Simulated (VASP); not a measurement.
A run of VASP 6.6.1 is set up as follows.

INCAR

```
  ALGO = Normal
  EDIFF = 1E-7
  EDIFFG = -0.01
  ENCUT = 520
  IBRION = 2
  ISIF = 2
  ISMEAR = -1
  IVDW = 13
  LASPH = T
  LCHARG = F
  LMIXTAU = T
  LREAL = F
  LWAVE = F
  METAGGA = RSCAN
  NELM = 60
  NSW = 40
  PREC = Accurate
  SIGMA = 0.05
  VDW_A1 = 0.49116966
  VDW_A2 = 5.75859346
  VDW_S6 = 1.0
  VDW_S8 = 0.87728975
```

Contents of KPOINTS:

```
k-points
0
Gamma
  11 11 11
```

POSCAR

```
Al
1.0
    0.0404560000      2.0216690000      2.0150590000
    2.0944800000      0.0043690000      2.0511460000
    2.0497470000      2.0130230000      0.0491020000
Al
1
Cartesian
   -0.1951237993     -0.0600309177     -0.0163364028
```

Potentials or basis: VASP PAW PBE potentials, release 64 (Al).

The run is started by

```bash
$ cat potpaw_PBE.64/Al/POTCAR > POTCAR
$ mpirun -np 1 vasp_std > vasp.out
```

Question: Estimate the dispersion energy per atom.

Answer: -0.147 eV.

Question: What does it give for the band gap on the k mesh?

Answer: None (metal or under the smearing width).

Final structure:
```
CELL_PARAMETERS angstrom
0.04046 2.02167 2.01506
2.09448 0.00437 2.05115
2.04975 2.01302 0.04910
ATOMIC_POSITIONS crystal
Al 0.02955 0.96442 0.94057
```

Caveat: the relaxation stopped at its first step, so nothing moved.
